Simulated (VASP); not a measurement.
## Pb: relaxation of cell and atoms with PBEsol

The system is Pb.

```
Pb
1.0
     0.00000    2.46717    2.46717
     2.46717    0.00000    2.46717
     2.46717    2.46717    0.00000
Pb
1
Cartesian
  0.0000 0.0000 0.0000
```

* Program: VASP 6.6.1
* Task: relaxation of cell and atoms
* Functional: PBEsol
* Potentials or basis: VASP PAW PBE potentials, release 64 (Pb_d)
* Cutoff: 600 eV
* k mesh: 14 × 14 × 14
* Occupations: methfessel-paxton, width 0.1 eV
* Spin: no spin polarisation
* Further INCAR settings: ALGO = Normal; EDIFF = 1e-07; IBRION = 2; EDIFFG = -0.005; NSW = 90; ISIF = 3

* Pressure after relaxing: 0.0 GPa
* Band gap on the k mesh: none (metal or under the smearing width)

Final structure:
```
Pb
1.0
     0.00000    2.46717    2.46717
     2.46717    0.00000    2.46717
     2.46717    2.46717    0.00000
Pb
1
Direct
  0.00000 0.00000 0.00000
```

Levels at points of the mesh, in eV from the Fermi level:
```csv
k point,band 3,band 4,band 5,band 6,band 7,band 8,band 9,band 10,band 11
"(0.00, 0.00, 0.00)",-17.03,-16.89,-16.89,-11.87,7.45,7.45,7.45,9.73,11.40
"(0.50, 0.00, 0.00)",-17.02,-16.75,-16.75,-8.19,-4.31,5.59,5.59,9.19,9.51
"(0.50, 0.50, 0.00)",-16.76,-16.71,-16.71,-6.75,-3.36,2.01,2.01,5.35,6.64
```

It took 26 s on 1 thread of Intel(R) Xeon(R) Platinum 8488C (Sapphire Rapids), with other jobs on the host, peak memory 0.18 GiB.

Caveat: the relaxation stopped at its first step, so nothing moved; the PAW data sets were made with another functional, which shifts forces and pressure a little. The run has no spin-orbit coupling, so splittings on Pb are missing.
